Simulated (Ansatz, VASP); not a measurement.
# Two plane-wave programs on MgSiN

```xyz
6
Lattice="-0.0006 3.0695 0.0000 -0.0001 0.0000 3.8246 6.1396 -0.0012 -0.0001" Properties=species:S:1:pos:R:3 pbc="T T T"
Mg    3.0698   -0.0006    0.0000
Mg    0.0000    0.0000    0.0001
Si    1.5346    1.5344    1.9122
Si    4.6043    1.5338    1.9122
N     1.5346    1.5344   -0.0001
N     4.6044    1.5339   -0.0001
```

Change from the starting cell: cell x2, atoms moved at random (sigma 0.1 Å) and cell strained at random (1.5 %), then relaxed without symmetry.

Alike in both runs: functional PBE; k mesh 8 × 6 × 4; occupations gaussian, width 0.2 eV; no spin polarisation.

Ansatz relaxed the structure, and its values are those at the end. VASP's run is a single point on that final structure, the one shown.

|  | VASP | Ansatz |
| --- | --- | --- |
| version | VASP 6.6.1 | Ansatz 0.2.0 |
| potentials or method | VASP PAW PBE potentials, release 64 (Mg, Si, N) | scalar-relativistic, plane waves, PAW |
| plane-wave cutoff (eV) | 520 | 420 |
| valence electrons in the cell | 22 | 38 |

VASP gave:

| Property | Result |
| --- | --- |
| gap on the k mesh at the Fermi level (eV) | none |
| pressure (GPa) | -0.4 |

What did Ansatz give for the same quantities?

gap on the k mesh at the Fermi level (eV): none; pressure (GPa): -0.1.

A gap of «none» marks a metal or a gap that the smearing closes. The two sets of potentials don't hold the same shells in valence.
